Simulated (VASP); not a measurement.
A run of VASP 6.6.1 is set up as follows.

Contents of INCAR:

```
SYSTEM = TaN
ALGO = Fast
EDIFF = 1E-6
ENCUT = 520
GGA = PS
ISIF = 2
ISMEAR = 0
LASPH = .TRUE.
LCHARG = .FALSE.
LREAL = .FALSE.
LWAVE = .FALSE.
NBANDS = 15
NELM = 100
PREC = Accurate
SIGMA = 0.15
```

KPOINTS

```
k-points
0
G
  18 18 18
  0 0 0
```

Contents of POSCAR:

```
TaN
1.0
    0.0000000000      2.1874436400      2.2749413856
    2.1874436400      0.0000000000      2.2749413856
    2.1874436400      2.1874436400      0.0000000000
Ta N
1 1
Direct
    0.5000000000      0.5000000000      0.5000000000
    0.0000000000      0.0000000000      0.0000000000
```

Potentials or basis: VASP PAW PBE potentials, release 64 (Ta_pv, N).

Run with:

```bash
$ cat potpaw_PBE.64/Ta_pv/POTCAR potpaw_PBE.64/N/POTCAR > POTCAR
$ mpirun -np 1 vasp_std > vasp.out
```

Q: Estimate the band gap on the k mesh.

A: None (metal or under the smearing width).

Q: What does it give for the pressure?

A: -10.6 GPa.

Stress tensor (GPa, compression positive):
```
 -4.81   0.00   0.00
  0.00  -4.81   0.00
  0.00   0.00 -22.13
```

Caveat: the PAW data sets were made with another functional, which shifts forces and pressure a little. The run has no spin-orbit coupling, so splittings on Ta are missing.
